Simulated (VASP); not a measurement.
**HCl: relaxation of cell and atoms with PBEsol**

The system is HCl.

```
H Cl
1.0
    -1.95757    1.95755    2.64998
     1.95757   -1.95755    2.64998
     1.95757    1.95755   -2.64998
H Cl
1 1
Direct
  0.71141 0.71141 0.00000
  0.95659 0.95659 0.00000
```

The cell comes from a database or a generator and needn't be the stable form of this composition.

- Program: VASP 6.6.1
- Task: relaxation of cell and atoms
- Functional: PBEsol
- Potentials or basis: VASP PAW PBE potentials, release 64 (H, Cl)
- Cutoff: 600 eV
- k mesh: 8 × 8 × 8
- Occupations: gaussian, width 0.01 eV
- Spin: no spin polarisation
- Target pressure: 3 GPa
- Dipole correction: no
- Further INCAR settings: ALGO = Normal; EDIFF = 1e-07; IBRION = 2; EDIFFG = -0.001; NSW = 80; ISIF = 3
- Target pressure: 3 GPa

```json
{
  "Relaxed volume": "15.06 Å³/atom",
  "Relaxed cell": "a = 3.481 Å, b = 3.481 Å, c = 3.481 Å, α = 119.36°, β = 119.36°, γ = 91.12°",
  "Space group after relaxing (to 0.05 Å)": "I4mm (No. 107)",
  "Energy change on relaxing (the enthalpy is what falls)": "+33.2 meV/atom",
  "Ionic steps": "22",
  "Pressure after relaxing": "3.0 GPa",
  "Band gap on the k mesh": "4.39 eV, indirect (least direct gap 5.07 eV)"
}
```

Step by step:
```tsv
step	energy change (eV)	largest force (eV/Å)	pressure (GPa)	volume (Å³)
1	0.0000	0.1057	-0.19	40.62
2	0.0198	1.0790	2.20	38.29
3	0.0176	1.0140	2.06	38.40
4	0.0173	0.9620	2.10	37.73
5	0.0196	0.8193	2.29	35.76
6	0.0433	0.5857	3.20	32.03
7	0.2245	0.2945	9.14	25.36
8	0.0689	0.5990	4.24	30.32
9	0.0800	0.5627	4.60	29.70
10	0.0653	0.2082	2.41	30.23
11	0.0672	0.0018	3.02	30.08
12	0.0674	0.0124	3.05	30.07
13	0.0674	0.0122	3.05	30.07
14	0.0673	0.0116	3.05	30.07
15	0.0673	0.0106	3.05	30.07
16	0.0672	0.0089	3.04	30.07
17	0.0672	0.0056	3.04	30.07
18	0.0672	0.0062	3.04	30.07
19	0.0664	0.0775	2.81	30.12
20	0.0671	0.0022	3.02	30.08
21	0.0666	0.0011	3.00	30.10
22	0.0665	0.0008	3.00	30.11
```

Final structure:
```xyz
2
Lattice="-1.7574 1.7574 2.4374 1.7574 -1.7574 2.4374 1.7574 1.7574 -2.4374" Properties=species:S:1:pos:R:3 pbc="T T T"
H     0.0000    0.0000    3.4157
Cl    1.7574    1.7574    2.2781
```

Levels at points of the mesh, in eV from the valence-band top:
| k point | band 1 | band 2 | band 3 | band 4 | band 5 | band 6 | band 7 | band 8 |
| --- | --- | --- | --- | --- | --- | --- | --- | --- |
| (0.00, 0.00, 0.00) | -15.14 | -3.57 | 0.00 | 0.00 | 5.07 | 11.07 | 11.84 | 11.84 |
| (0.50, 0.00, 0.00) | -14.34 | -5.46 | -1.57 | -0.43 | 6.95 | 8.92 | 11.64 | 12.22 |
| (0.00, 0.50, 0.50) | -14.34 | -5.46 | -1.57 | -0.43 | 6.95 | 8.92 | 11.64 | 12.22 |
| (0.00, 0.50, 0.00) | -14.34 | -5.46 | -1.57 | -0.43 | 6.95 | 8.92 | 11.64 | 12.22 |
| (0.50, 0.50, 0.00) | -14.16 | -4.61 | -2.99 | -0.95 | 5.01 | 8.32 | 14.12 | 14.81 |
| (0.50, 0.50, 0.50) | -13.96 | -6.15 | -1.22 | -1.22 | 4.39 | 9.05 | 14.28 | 17.93 |

Run time: 4.7 min on 1 thread of AMD EPYC 9R45 96-Core Processor (Zen 5), with other jobs on the host, peak memory 0.19 GiB.

Caveat: the cell is relaxed towards a set pressure, so the enthalpy falls and the energy may rise; the volume moved by over 15 % at a fixed basis, so the end points are rough; the PAW data sets were made with another functional, which shifts forces and pressure a little. A hybrid or GW would open this gap; PBEsol tends to underestimate it.
